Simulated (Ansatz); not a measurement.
A run of Ansatz 0.2.0:

The input input.yaml:

```yaml
crystal:
  lattice:
    - [0.0, 2.9305, 2.9305]
    - [2.9305, 0.0, 2.9305]
    - [2.9305, 2.9305, 0.0]
  atoms:
    - { symbol: In, position: [0.0, 0.0, 0.0] }
    - { symbol: P, position: [0.75, 0.75, 0.75] }
hamiltonian:
  xc: r2scan
  pseudopotentials: { kind: paw }
  dispersion: d3bj
kpoints:
  mp_grid: { grid: [8, 8, 8] }
scf:
  occupations: { method: fermi_dirac, width: 0.05 }
output:
  forces: true
  stress: true
relax:
  f_tol: 0.01
  max_steps: 40
  cell: { stress_tol: 0.05 }
```

Potentials or basis: Ansatz PAW.

The run is started by

```sh
$ ansatz run input.yaml --threads 2 --pin off --max-ram 5120MiB --backend cpu --events-out ev --progress --plain --runs-dir out
```

Hardware: 2 threads of AMD EPYC 7B13 (Zen 3), on a shared host.

Problem. How long does it take, and how much memory?

Solution. Run time: 6.9 s on 2 threads of AMD EPYC 7B13 (Zen 3) (shared host), peak memory 0.54 GiB. Counts: scf iterations 20, plane waves 1243, k points 29, bands 13, ion steps 4.
